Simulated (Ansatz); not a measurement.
RbBr (CsCl type), relaxed with r2SCAN, was run in the PAW code Ansatz under altered settings. All numbers are computed, without spin polarisation but where a row says otherwise.

```xyz
2
Lattice="4.1279 0.0000 0.0000 0.0000 4.1279 0.0000 0.0000 0.0000 4.1279" Properties=species:S:1:pos:R:3 pbc="T T T"
Rb    0.0000    0.0000    0.0000
Br    2.0640    2.0640    2.0640
```

The base run's other keys:
```yaml
kpoints:
  mp_grid: { grid: [4, 4, 4] }
hamiltonian:
  xc: hse06
scf:
  occupations: { method: fixed }
  n_extra_bands: 4
```

It takes 10 iterations with 1357 plane waves at 420 eV and 10 k points, and leaves a mean stress of +0.44 GPa. The gap over this mesh is 5.258 eV.

Outcomes, with energy and stress as changes against the base:
```tsv
setting	outcome	ΔF (meV/atom)	Δ mean stress (GPa)	gap on the mesh (eV)	iterations
scf.exx.q_mesh: [3, 3, 3]	refused	–	–	–	–
PBE hybrid, exx coeff 0.05, omega 0.3 1/Å	converged	–	+0.3	4.264	8
PBE hybrid, exx coeff 0.1, omega 0.1 1/Å	converged	–	+0.2	4.675	9
scf.exx.max_outer_iter: 2	converged	0.0	0.0	5.258	13
scf.mixing.beta: 1.9	refused	–	–	–	–
scf.occupations: methfessel_paxton 0.2	converged	0.0	0.0	5.258	10
```
A dash marks a value that wasn't obtained or can't be compared. Stress is positive in compression.

- scf.exx.q_mesh: [3, 3, 3]. It is rejected at once. Error: invalid value for `scf.exx.q_mesh`: must divide elementwise kpoints.mp_grid.grid
- PBE hybrid, exx coeff 0.05, omega 0.3 1/Å. That is 5 % exact exchange, screened with ω = 0.3 1/Å, against HSE06's 25 % screened at 0.208 1/Å. The mean stress moves by +0.3 GPa and the gap on the mesh by -0.994 eV (to 4.264). Totals of different functionals aren't comparable.
- PBE hybrid, exx coeff 0.1, omega 0.1 1/Å. That is 10 % exact exchange, screened with ω = 0.1 1/Å, against HSE06's 25 % screened at 0.208 1/Å. The mean stress moves by +0.2 GPa and the gap on the mesh by -0.583 eV (to 4.675). Totals of different functionals aren't comparable. The program warns that on this mesh the truncation of the exchange isn't bounded, so part of the change can be an error of the mesh.
- scf.mixing.beta: 1.9. The input is refused before any iteration. Error: invalid value for `scf.mixing.beta`: must be finite and in (0, 1]; got 1.9

Within 1 meV an atom, 0.1 GPa and 0.005 eV of the base stay: scf.exx.max_outer_iter: 2; scf.occupations: methfessel_paxton 0.2.

Spin-orbit coupling is left out.

The stress of a hybrid is loosely converged in these runs.

The meshes of the hybrids are coarse, so their gaps aren't converged to the digits shown.
